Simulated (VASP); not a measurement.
# NbSi2 (P6_222) in VASP: notebook

One crystal, NbSi2, is run at these levels: LDA, PBE, PBEsol; tasks: relaxation of cell and atoms.

Program: VASP 6.6.1. These are calculated values, not measurements. Logs are shortened: lines on timing, memory, paths and dates and some standing lists are left out, and cuts for length are marked.

## 1. The structure

The structure is hexagonal, space group P6_222 (No. 180). Conventional cell: a = 4.744 Å, b = 4.744 Å, c = 6.537 Å, α = 90.00°, β = 90.00°, γ = 120.00°. Nb (site symmetry 222) is surrounded by 10 Si at 2.59 to 2.80 Å. Si (site symmetry 2) has 5 Si at 2.54 to 2.80 Å and 5 Nb at 2.59 to 2.80 Å as nearest neighbours.

## 2. Relaxation of cell and atoms, LDA

Input file INCAR:

```
SYSTEM = NbSi2
PREC = Accurate
ENCUT = 600
EDIFF = 1E-7
ISMEAR = 1
SIGMA = 0.1
LREAL = .FALSE.
LASPH = .TRUE.
NELM = 80
ALGO = Normal
ISIF = 3
LWAVE = .FALSE.
LCHARG = .FALSE.
IBRION = 2
NSW = 90
EDIFFG = -0.005
KPAR = 4
```

Input file KPOINTS:

```
Automatic mesh
0
G
  9 9 6
  0 0 0
```

Input file POSCAR:

```
NbSi2                                   
1.0
    4.7436470086     -0.0000000000      0.0000000000
   -2.3718235043      4.1081188160      0.0000000000
    0.0000000000     -0.0000000000      6.5370783874
  Nb              Si            
     3     6
Direct
     0.5000000000000000    0.0000000000000000    0.5000000000000000
     0.5000000000000000    0.5000000000000000    0.8333333332999970
     0.0000000000000000    0.5000000000000000    0.1666666667000030
     0.1596002747616952    0.3192005495233903    0.5000000000000000
     0.8403997252383045    0.1596002747616952    0.8333333332999970
     0.6807994504766094    0.8403997252383048    0.1666666667000030
     0.8403997252383048    0.6807994504766096    0.5000000000000000
     0.1596002747616954    0.8403997252383048    0.8333333332999970
     0.3192005495233905    0.1596002747616952    0.1666666667000030
```

Potentials or basis: VASP PAW LDA potentials, release 64 (Nb_sv, Si).

The run is started by

```bash
$ cat potpaw_LDA.64/Nb_sv/POTCAR potpaw_LDA.64/Si/POTCAR > POTCAR
$ mpirun -np 4 vasp_std > vasp.out
```

OUTCAR:

```text
SYSTEM = NbSi2
   PREC = Accurate
   ENCUT = 600
   EDIFF = 1E-7
   ISMEAR = 1
   LREAL = .FALSE.
   LASPH = .TRUE.
   NELM = 80
   ISIF = 3
   IBRION = 2
   NSW = 90
   EDIFFG = -0.005

 ion  position               nearest neighbor table
   1  0.500  0.000  0.500-   5 2.59   6 2.59   8 2.59   9 2.59   7 2.71   4 2.71   4 2.71   7 2.71
                             4 2.80   7 2.80
   2  0.500  0.500  0.833-   4 2.59   7 2.59   6 2.59   9 2.59   5 2.71   8 2.71   8 2.71   5 2.71
                             8 2.80   5 2.80
   3  0.000  0.500  0.167-   4 2.59   7 2.59   5 2.59   8 2.59   9 2.71   6 2.71   9 2.71   6 2.71
                             6 2.80   9 2.80
   4  0.160  0.319  0.500-   5 2.54   9 2.54   2 2.59   3 2.59   7 2.62   1 2.71   1 2.71   1 2.80
                             7 2.80   7 2.80   8 3.15   6 3.15
   5  0.840  0.160  0.833-   4 2.54   6 2.54   1 2.59   3 2.59   8 2.62   2 2.71   2 2.71   2 2.80
                             8 2.80   8 2.80   7 3.15   9 3.15
   6  0.681  0.840  0.167-   7 2.54   5 2.54   1 2.59   2 2.59   9 2.62   3 2.71   3 2.71   3 2.80
                             9 2.80   9 2.80   4 3.15   8 3.15
   7  0.840  0.681  0.500-   6 2.54   8 2.54   2 2.59   3 2.59   4 2.62   1 2.71   1 2.71   1 2.80
                             4 2.80   4 2.80   5 3.15   9 3.15
   8  0.160  0.840  0.833-   7 2.54   9 2.54   1 2.59   3 2.59   5 2.62   2 2.71   2 2.71   2 2.80
                             5 2.80   5 2.80   4 3.15   6 3.15
   9  0.319  0.160  0.167-   4 2.54   8 2.54   1 2.59   2 2.59   6 2.62   3 2.71   3 2.71   3 2.80
                             6 2.80   6 2.80   7 3.15   5 3.15

  LATTYP: Found a hexagonal cell.
 ALAT       =     4.7436470086
 C/A-ratio  =     1.3780701590

  Lattice vectors:

 A1 = (   4.7436470086,   0.0000000000,   0.0000000000)
 A2 = (  -2.3718235043,   4.1081188160,   0.0000000000)
 A3 = (   0.0000000000,   0.0000000000,   6.5370783874)

Analysis of symmetry for initial positions (statically):
=====================================================================
 Subroutine PRICEL returns:
 Original cell was already a primitive cell.

 Routine SETGRP: Setting up the symmetry group for a
 hexagonal supercell.

 Subroutine GETGRP returns: Found 12 space group operations
 (whereof  4 operations were pure point group operations)
 out of a pool of 24 trial point group operations.

The static configuration has the point symmetry D_2 .
 The point group associated with its full space group is D_6 .

Analysis of symmetry for dynamics (positions and initial velocities):
=====================================================================
 Subroutine PRICEL returns:
 Original cell was already a primitive cell.

 Routine SETGRP: Setting up the symmetry group for a
 hexagonal supercell.

 Subroutine GETGRP returns: Found 12 space group operations
 (whereof  4 operations were pure point group operations)
 out of a pool of 24 trial point group operations.

The dynamic configuration has the point symmetry D_2 .
 The point group associated with its full space group is D_6 .

 Subroutine INISYM returns: Found 12 space group operations
 (whereof  4 operations are pure point group operations),
 and found     1 'primitive' translations

----------------------------------------------------------------------------------------

                                     Primitive cell

  volume of cell :     127.3911

  direct lattice vectors                    reciprocal lattice vectors
     4.743647009  0.000000000  0.000000000     0.210808266  0.121710209  0.000000000
    -2.371823504  4.108118816  0.000000000     0.000000000  0.243420418  0.000000000
     0.000000000  0.000000000  6.537078387     0.000000000  0.000000000  0.152973537

  length of vectors
     4.743647009  4.743647009  6.537078387     0.243420418  0.243420418  0.152973537

  position of ions in fractional coordinates (direct lattice)
     0.500000000  0.000000000  0.500000000
     0.500000000  0.500000000  0.833333333
     1.000000000  0.500000000  0.166666667
     0.159600275  0.319200550  0.500000000
     0.840399725  0.159600275  0.833333333
     0.680799450  0.840399725  0.166666667
     0.840399725  0.680799450  0.500000000
     0.159600275  0.840399725  0.833333333
     0.319200550  0.159600275  0.166666667

  ion indices of the primitive-cell ions
   primitive index   ion index
                 1           1
                 2           2
                 3           3
                 4           4
                 5           5
                 6           6
                 7           7
                 8           8
                 9           9

----------------------------------------------------------------------------------------

 KPOINTS: Automatic mesh

Automatic generation of k-mesh.
 Grid dimensions read from file:
 generate k-points for:    9    9    6

 Generating k-lattice:

  Cartesian coordinates                     Fractional coordinates (reciprocal lattice)
     0.023423141  0.013523357  0.000000000     0.111111111  0.000000000  0.000000000
     0.000000000  0.027046713  0.000000000     0.000000000  0.111111111  0.000000000
     0.000000000  0.000000000  0.025495589     0.000000000  0.000000000  0.166666667

  Length of vectors
     0.027046713  0.027046713  0.025495589

  Shift w.r.t. Gamma in fractional coordinates (k-lattice)
     0.000000000  0.000000000  0.000000000

 Subroutine IBZKPT returns following result:
 ===========================================

 Found     48 irreducible k-points:

 Following reciprocal coordinates:
            Coordinates               Weight
  0.000000  0.000000  0.000000      1.000000
  0.111111  0.000000  0.000000      6.000000
  0.222222  0.000000  0.000000      6.000000
  0.333333  0.000000  0.000000      6.000000
  0.444444  0.000000  0.000000      6.000000
  0.111111  0.111111  0.000000      6.000000
[... 16 lines left out ...]
  0.333333  0.222222  0.166667     24.000000
  0.333333  0.333333  0.166667      4.000000
 [... further k-points ...]
   k-points           NKPTS =     48   k-points in BZ     NKDIM =     48   number of bands    NBANDS=     37
   number of dos      NEDOS =    301   number of ions     NIONS =      9
   total plane-waves  NPLWV =  86400
   dimension x,y,z NGX =    40 NGY =   40 NGZ =   54
   dimension x,y,z NGXF=    80 NGYF=   80 NGZF=  108
   ions per type =               3   6
   NGX,Y,Z   is equivalent  to a cutoff of  14.02, 14.02, 13.73 a.u.
   NGXF,Y,Z  is equivalent  to a cutoff of  28.04, 28.04, 27.47 a.u.
 SYSTEM =  NbSi2
   PREC   = accura    normal or accurate (medium, high low for compatibility)
   ISTART =      0    job   : 0-new  1-cont  2-samecut
   ICHARG =      2    charge: 1-file 2-atom 10-const
   ISPIN  =      1    spin polarized calculation?
   LNONCOLLINEAR =      F non collinear calculations
   LSORBIT =      F    spin-orbit coupling
   LASPH  =      T    aspherical Exc in radial PAW
   ENCUT  =  600.0 eV  44.10 Ry    6.64 a.u.   9.47  9.47 13.06*2*pi/ulx,y,z
   NELM   =     80;   NELMIN=  2; NELMDL= -5     # of ELM steps
   EDIFF  = 0.1E-06   stopping-criterion for ELM
   LREAL  =      F    real-space projection
   EDIFFG = -.5E-02   stopping-criterion for IOM
   NSW    =     90    number of steps for IOM
   IBRION =      2    ionic relax: 0-MD 1-quasi-New 2-CG
   NFREE  =      1    steps in history (QN), initial steepest desc. (CG)
   ISIF   =      3    stress and relaxation
   ISYM   =      2    0-nonsym 1-usesym 2-fastsym
   POTIM  = 0.5000    time-step for ionic-motion
   TEBEG  =    0.0;   TEEND  =   0.0 temperature during run
   PSTRESS=    0.0 pullay stress
   NELECT =      63.0000    total number of electrons
   NUPDOWN=      -1.0000    fix difference up-down
   EMIN   =  10.00;   EMAX   =-10.00  energy-range for DOS
   EFERMI =   0.00;   METHOD = LEGACY
   ISMEAR =     1;   SIGMA  =   0.10  broadening in eV -4-tet -1-fermi 0-gaus
   EFERMI_NEDOS =   21; number of points for ismear=-14 and -15
   IALGO  =     38    algorithm
   IMIX   =      4    mixing-type and parameters
     AMIX     =   0.40;   BMIX     =  1.00
     AMIX_MAG =   1.60;   BMIX_MAG =  1.00
  volume/ion in A,a.u.               =      14.15        95.52
  Fermi-wavevector in a.u.,A,eV,Ry     =   1.294619  2.446475 22.803888  1.676039
  Thomas-Fermi vector in A             =   2.426190
   LORBIT       =      0    0 simple, 1 ext, 2 COOP (PROOUT), +10 PAW based schemes
   GGA     = CA    functional components
   LHFCALC =     F    Hartree Fock is set to
   AEXX    =    0.0000 exact exchange contribution
   IVDW    =     0    specifies the selected vdW correction
   LEPSILON=     F    determine dielectric tensor
   LRPA    =     F    only Hartree local field effects (RPA)
 conjugate gradient relaxation of ions
 non-spin polarized calculation
 Methfessel and Paxton  Order N= 1 SIGMA  =   0.10
  energy-cutoff  :      600.00
  volume of cell :      127.39
 maximum number of plane-waves:      4292
 NGX is ok and might be reduce to    40
   NGX = 19   NGY = 19   NGZ = 27

--------------------------------------- Ionic step        1  -------------------------------------------

 number of electron      62.9999998 magnetization

 Free energy of the ion-electron system (eV)
  ---------------------------------------------------
  ext. energy  EPLUGINS =         0.00000000
  ---------------------------------------------------
  free energy    TOTEN  =       -75.31564509 eV

  energy without entropy =      -75.31335543  energy(sigma->0) =      -75.31488187

------------------------ aborting loop because EDIFF is reached ----------------------------------------

  FORCE on cell =-STRESS in cart. coord.  units (eV):
  Direction    XX          YY          ZZ          XY          YZ          ZX
  --------------------------------------------------------------------------------------
  -------------------------------------------------------------------------------------
  Total        0.0734909      0.0734909      0.0145176     -0.0000000      0.0000000      0.0000000
  in kB        0.9242834      0.9242834      0.1825859     -0.0000000      0.0000000      0.0000000
  external PRESSURE =       0.6770509 kB  Pullay stress =       0.0000000 kB
[... 71 lines left out ...]
  energy  without entropy=      -75.3131618364  energy(sigma->0) =      -75.31467887

--------------------------------------- Ionic step        3  -------------------------------------------

 number of electron      62.9999998 magnetization

 Free energy of the ion-electron system (eV)
  ---------------------------------------------------
  ext. energy  EPLUGINS =         0.00000000
  ---------------------------------------------------
  free energy    TOTEN  =       -75.31545118 eV

  energy without entropy =      -75.31316925  energy(sigma->0) =      -75.31469054

 E-fermi :  11.7412     XC(G=0): -12.2631

 val. band max:       11.7362021923   @ k =   0.3333   0.1111   0.3333
 cond. band min:      11.7480414299   @ k =   0.3333   0.1111   0.5000
 fundamental gap:      0.0118392376
 Fermi energy:        11.7412129012

 k-point     1 :       0.0000    0.0000    0.0000
  band No.  band energies     occupation
      1     -42.4813      2.00000
      2     -42.4377      2.00000
      3     -42.4377      2.00000
      4     -18.9289      2.00000
      5     -18.9289      2.00000
      6     -18.9171      2.00000
[... 949 lines left out ...]
     36      14.1320      0.00000
     37      14.2391      0.00000

 [... further k-points ...]

------------------------ aborting loop because EDIFF is reached ----------------------------------------

  FORCE on cell =-STRESS in cart. coord.  units (eV):
  Direction    XX          YY          ZZ          XY          YZ          ZX
  --------------------------------------------------------------------------------------
  -------------------------------------------------------------------------------------
  Total       -0.0107813     -0.0107813     -0.0358397      0.0000000      0.0000000      0.0000000
  in kB       -0.1355311     -0.1355311     -0.4505384      0.0000000      0.0000000      0.0000000
  external PRESSURE =      -0.2405335 kB  Pullay stress =       0.0000000 kB
[... 24 lines left out ...]
  FREE ENERGIE OF THE ION-ELECTRON SYSTEM (eV)
  ---------------------------------------------------
  free  energy   TOTEN  =       -75.3154511841 eV

  energy  without entropy=      -75.3131692545  energy(sigma->0) =      -75.31469054

 reached required accuracy - stopping structural energy minimisation
```

It took 82 s on 4 MPI ranks of AMD EPYC 9R45 (Zen 5), shared host; peak memory 0.36 GiB.

Results:

| Quantity | Value |
| --- | --- |
| Free energy | -75.3155 eV |
| Relaxed volume | 14.16 Å³/atom |
| Relaxed cell | a = 4.745 Å, b = 4.745 Å, c = 6.537 Å, α = 90.00°, β = 90.00°, γ = 120.00° |
| Space group after relaxing (to 0.05 Å) | P6_222 (No. 180) |
| Energy gained by relaxing | 0.0 meV/atom |
| Ionic steps | 3 |
| Pressure after relaxing | 0.0 GPa |
| Largest force after relaxing | 0.005 eV/Å |
| Band gap on the k mesh | none (metal or under the smearing width) |

Forces in eV/Å, atoms in the order of the input:
```
Nb   0.000  0.000  0.000
Nb   0.000  0.000  0.000
Nb   0.000  0.000  0.000
Si   0.000 -0.005  0.000
Si   0.004 -0.002  0.000
Si   0.004  0.002  0.000
Si   0.000  0.005  0.000
Si  -0.004  0.002  0.000
Si  -0.004 -0.002  0.000
```

The path:
```csv
step,energy change (eV),largest force (eV/Å),pressure (GPa),volume (Å³)
1,0.0000,0.0067,0.07,127.39
2,0.0002,0.0035,-0.10,127.50
3,0.0002,0.0050,-0.02,127.45
```

Final structure:
```cif
data_structure
_symmetry_space_group_name_H-M 'P 1'
_symmetry_Int_Tables_number 1
_cell_length_a 4.7447
_cell_length_b 4.7447
_cell_length_c 6.5374
_cell_angle_alpha 90.000
_cell_angle_beta 90.000
_cell_angle_gamma 120.000
_cell_volume 127.45
loop_
_atom_site_label
_atom_site_type_symbol
_atom_site_fract_x
_atom_site_fract_y
_atom_site_fract_z
_atom_site_occupancy
Nb1 Nb 0.50000 0.00000 0.50000 1
Nb2 Nb 0.50000 0.50000 0.83333 1
Nb3 Nb 0.00000 0.50000 0.16667 1
Si1 Si 0.15958 0.31916 0.50000 1
Si2 Si 0.84042 0.15958 0.83333 1
Si3 Si 0.68084 0.84042 0.16667 1
Si4 Si 0.84042 0.68084 0.50000 1
Si5 Si 0.15958 0.84042 0.83333 1
Si6 Si 0.31916 0.15958 0.16667 1
```

Levels at points of the mesh, in eV from the Fermi level:
| k point | band 30 | band 31 | band 32 | band 33 | band 34 | band 35 |
| --- | --- | --- | --- | --- | --- | --- |
| (0.00, 0.00, 0.00) | -1.98 | -1.98 | -0.98 | 0.77 | 3.31 | 3.42 |
| (0.00, 0.00, 0.50) | -1.33 | -1.33 | 0.95 | 0.95 | 2.89 | 2.89 |

## 3. Relaxation of cell and atoms, PBE

This run uses another cell than the first one, of 14.73 Å³/atom, 1.041 times its volume.

Input file INCAR:

```
SYSTEM = NbSi2
PREC     = Accurate       ! precision mode
ENCUT    = 600            ! plane-wave cutoff, eV
EDIFF    = 1E-6           ! SCF threshold, eV
ISMEAR   = 1              ! smearing method
SIGMA    = 0.1            ! smearing width, eV
LREAL    = .False.        ! projectors in reciprocal space
LASPH    = .True.         ! aspherical terms in the spheres
NELM     = 80             ! most SCF steps
ALGO     = Normal         ! electronic algorithm
ISIF     = 3              ! what is computed and relaxed
LWAVE    = .False.        ! write WAVECAR
LCHARG   = .False.        ! write CHGCAR
GGA      = PE             ! functional
IBRION   = 2              ! ionic algorithm
NSW      = 90             ! ionic steps
EDIFFG   = -0.01          ! ionic threshold
KPAR     = 4
```

Input file KPOINTS:

```
Automatic mesh
0
Gamma
  9 9 6
  0 0 0
```

Input file POSCAR:

```
NbSi2
1.0
    4.8190000000      0.0000000000      0.0000000000
   -2.4095000000      4.1733764208      0.0000000000
    0.0000000000      0.0000000000      6.5920000000
Nb Si
3 6
Direct
    0.5000000000      0.0000000000      0.5000000000
    0.5000000000      0.5000000000      0.8333333333
    0.0000000000      0.5000000000      0.1666666667
    0.1599000000      0.3198000000      0.5000000000
    0.8401000000      0.1599000000      0.8333333333
    0.6802000000      0.8401000000      0.1666666667
    0.8401000000      0.6802000000      0.5000000000
    0.1599000000      0.8401000000      0.8333333333
    0.3198000000      0.1599000000      0.1666666667
```

Potentials or basis: VASP PAW PBE potentials, release 64 (Nb_sv, Si).

The run is started by

```bash
$ cat potpaw_PBE.64/Nb_sv/POTCAR potpaw_PBE.64/Si/POTCAR > POTCAR
$ mpirun -np 4 vasp_std > vasp.out
```

Run time: 2.8 min. Hardware: 4 MPI ranks of AMD EPYC 9R45 (Zen 5), shared host; peak memory 0.42 GiB.

Results (log left out):

```
Free energy                            : -68.2095 eV
Relaxed volume                         : 14.73 Å³/atom
Relaxed cell                           : a = 4.811 Å, b = 4.811 Å, c = 6.611 Å, α = 90.00°, β = 90.00°, γ = 120.00°
Space group after relaxing (to 0.05 Å) : P6_222 (No. 180)
Energy gained by relaxing              : 0.4 meV/atom
Ionic steps                            : 6
Pressure after relaxing                : -0.1 GPa
Largest force after relaxing           : 0.003 eV/Å
Band gap on the k mesh                 : none (metal or under the smearing width)
```

Forces in eV/Å, atoms in the order of the input:
```
Nb   0.000  0.000  0.000
Nb   0.000  0.000  0.000
Nb   0.000  0.000  0.000
Si   0.000  0.003  0.000
Si  -0.003  0.002  0.000
Si  -0.003 -0.002  0.000
Si   0.000 -0.003  0.000
Si   0.003 -0.002  0.000
Si   0.003  0.002  0.000
```

The path:
```csv
step,energy change (eV),largest force (eV/Å),pressure (GPa),volume (Å³)
1,0.0000,0.0925,-0.03,132.58
2,-0.0033,0.0184,-0.10,132.52
3,-0.0035,0.0351,-0.09,132.53
4,-0.0039,0.0134,0.13,132.37
5,-0.0039,0.0113,0.14,132.35
6,-0.0039,0.0033,-0.06,132.53
```

Final structure:
```cif
data_structure
_symmetry_space_group_name_H-M 'P 1'
_symmetry_Int_Tables_number 1
_cell_length_a 4.8112
_cell_length_b 4.8112
_cell_length_c 6.6109
_cell_angle_alpha 90.000
_cell_angle_beta 90.000
_cell_angle_gamma 120.000
_cell_volume 132.53
loop_
_atom_site_label
_atom_site_type_symbol
_atom_site_fract_x
_atom_site_fract_y
_atom_site_fract_z
_atom_site_occupancy
Nb1 Nb 0.50000 0.00000 0.50000 1
Nb2 Nb 0.50000 0.50000 0.83333 1
Nb3 Nb 0.00000 0.50000 0.16667 1
Si1 Si 0.15907 0.31815 0.50000 1
Si2 Si 0.84093 0.15907 0.83333 1
Si3 Si 0.68185 0.84093 0.16667 1
Si4 Si 0.84093 0.68185 0.50000 1
Si5 Si 0.15907 0.84093 0.83333 1
Si6 Si 0.31815 0.15907 0.16667 1
```

Levels at points of the mesh, in eV from the Fermi level:
| k point | band 29 | band 30 | band 31 | band 32 | band 33 | band 34 | band 35 | band 36 |
| --- | --- | --- | --- | --- | --- | --- | --- | --- |
| (0.00, 0.00, 0.00) | -2.14 | -1.92 | -1.92 | -1.03 | 0.78 | 3.14 | 3.19 | 3.31 |
| (0.00, 0.00, 0.50) | -1.55 | -1.38 | -1.38 | 0.95 | 0.95 | 2.70 | 2.70 | 3.19 |

(Part 1 of 2 ends here.)
